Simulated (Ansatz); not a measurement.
A decomposition energy, worked out: BeSe4

Method: DFT PBE, scalar-relativistic, plane waves, PAW (Ansatz 0.2.0). All cells share a 420 eV cutoff and Γ-centred k meshes spaced at most about 0.3 Å⁻¹ (about 0.25 or finer for metals, 2π included). No spin polarisation.

Energies over the elements count from the elements' standard structures at the same level, with no fitted energy shifts.

All energies are static (0 K, no zero-point motion). Weakly bound directions are ill-defined at this level, which has no dispersion term (BeSe4 Cmmm). The reference form of Se is held partly by dispersion forces, which this level lacks.

A trial structure of BeSe4 (reached from: OsCl4 type (Cmmm); relaxed: space group Cmmm (No. 65), a = 7.976 Å, b = 10.026 Å, c = 3.535 Å) has a formation energy of 0.179 eV/atom. It holds Se–Se pairs (shortest 2.24 Å). At its composition the lowest mixture among the elements and 1 reference phase computed alike (others may be missing) consists of these:

```
       phase   source  ΔE_f (eV/atom)
  Se (solid)  element           0.000
BeSe (F-43m)      COD          -0.797
```

Q: Write the balanced decomposition and find its energy per atom, per formula unit and per mole of formula units.

A: Balancing Be and Se gives BeSe4 → 3 Se + BeSe. The left side holds 5 atoms, and the products take 3/5 (Se) and 2/5 (BeSe) of them. The mixture therefore lies at 3/5 × (0.000) + 2/5 × (-0.797) = -0.319 eV/atom. The reaction energy is -0.319 − (0.179) = -0.498 eV/atom. Times 5 atoms that is -2.490 eV per BeSe4, and times 96.485 it is -240 kJ per mole of BeSe4. Decomposition is downhill, so the trial structure is unstable against this mixture.
